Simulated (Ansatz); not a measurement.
A crystal relaxed with r2SCAN in Ansatz has space group P6_3mc (No. 186) and a = 3.183 Å, c = 5.184 Å.

```tsv
atom	site	x	y	z
Xx	2b	0.3333	0.6667	0.9991
N	2b	0.3333	0.6667	0.3759
```

With r2SCAN the gap is 2.35 eV and direct, at Γ. With HSE06 the gap is 3.20 eV and direct, at Γ. PBE gives a direct gap of 1.93 eV at Γ. Meshes: r2SCAN 12×12×6, HSE06 6×6×4, PBE 12×12×6. r2SCAN's ε∞ is 5.4 along x and y, 5.5 along z.

Question: Which element is Xx?
A. B
B. Ga
C. In
D. Al

Answer: B. Xx is Ga: wurtzite GaN. Ga is surrounded by 4 N at 1.95 Å; N is surrounded by 4 Ga at 1.95 Å.

(Simulation; spin polarisation is off.)

The meshes of the hybrids are coarse, so their gaps aren't converged to the digits shown.
